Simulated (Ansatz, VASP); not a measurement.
One calculation of AlN, two programs

INCAR

```
SYSTEM = AlN
PREC     = Accurate       ! precision mode
ENCUT    = 520            ! plane-wave cutoff, eV
EDIFF    = 1E-6           ! SCF threshold, eV
ISMEAR   = -1             ! smearing method
SIGMA    = 0.02           ! smearing width, eV
LREAL    = .FALSE.        ! projectors in reciprocal space
LASPH    = .TRUE.         ! aspherical terms in the spheres
NELM     = 100            ! most SCF steps
ALGO     = Fast           ! electronic algorithm
ISIF     = 2              ! what is computed and relaxed
LWAVE    = .FALSE.        ! write WAVECAR
LCHARG   = .FALSE.        ! write CHGCAR
GGA      = PE             ! functional
IBRION   = 2              ! ionic algorithm
NSW      = 80             ! ionic steps
EDIFFG   = -0.02          ! ionic threshold
```

File KPOINTS:

```
regular mesh
0
G
  11 11 6
  0 0 0
```

Contents of POSCAR:

```
AlN
1.0
    3.1100000000      0.0000000000      0.0000000000
   -1.5550000000      2.6933390058      0.0000000000
    0.0000000000      0.0000000000      5.1294000000
Al N
2 2
Direct
    0.6666666667      0.3333333333      0.0000000000
    0.3333333333      0.6666666667      0.5000000000
    0.6666666667      0.3333333333      0.3820000000
    0.3333333333      0.6666666667      0.8820000000
```

Input for Ansatz:

```yaml
crystal:
  lattice:
    - [3.11, 0.0, 0.0]
    - [-1.555, 2.6933390058, 0.0]
    - [0.0, 0.0, 5.1294]
  atoms:
    - { symbol: Al, position: [0.6666666667, 0.3333333333, 0.0] }
    - { symbol: Al, position: [0.3333333333, 0.6666666667, 0.5] }
    - { symbol: "N", position: [0.6666666667, 0.3333333333, 0.382] }
    - { symbol: "N", position: [0.3333333333, 0.6666666667, 0.882] }
kpoints:
  mp_grid: { grid: [11, 11, 6] }
scf:
  occupations: { method: fermi_dirac, width: 0.02 }
hamiltonian:
  xc: pbe
  pseudopotentials: { kind: paw }
output:
  forces: true
  stress: true
  populations: true
  efg:
    quadrupole_moments_barn: { Al: 0.1466, "N": 0.02044 }
    contact_densities: true
  write_density: true
  write_potential: true
  elf: true
  volumetric_format: npy
relax:
  f_tol: 0.02
  max_steps: 60
```

Change from the starting cell: z stretched by +3 %, ions relaxed.

Alike in both runs: task relaxation of the atoms; functional PBE; k mesh 11 × 11 × 6; occupations fermi-dirac, width 0.02 eV; no spin polarisation.

|  | VASP | Ansatz |
| --- | --- | --- |
| version | VASP 6.6.1 | Ansatz 0.2.0 |
| potentials or method | VASP PAW PBE potentials, release 64 (Al, N) | plane-wave PAW, scalar-relativistic |
| plane-wave cutoff (eV) | 520 | 420 |
| valence electrons in the cell | 16 | 16 |

|  | VASP | Ansatz | Ansatz less VASP |
| --- | --- | --- | --- |
| gap on the k mesh at the Fermi level, each at its own relaxed structure (eV) | 4.05 | 4.04 | -0.006 |
| energy change over the relaxation (meV/atom) | -2 | -2 | 0.0 |

Ansatz warned: «stress_scf_threshold_loose».

Caveats: an odd mesh through Γ misses points on the zone boundary, where band edges often lie.
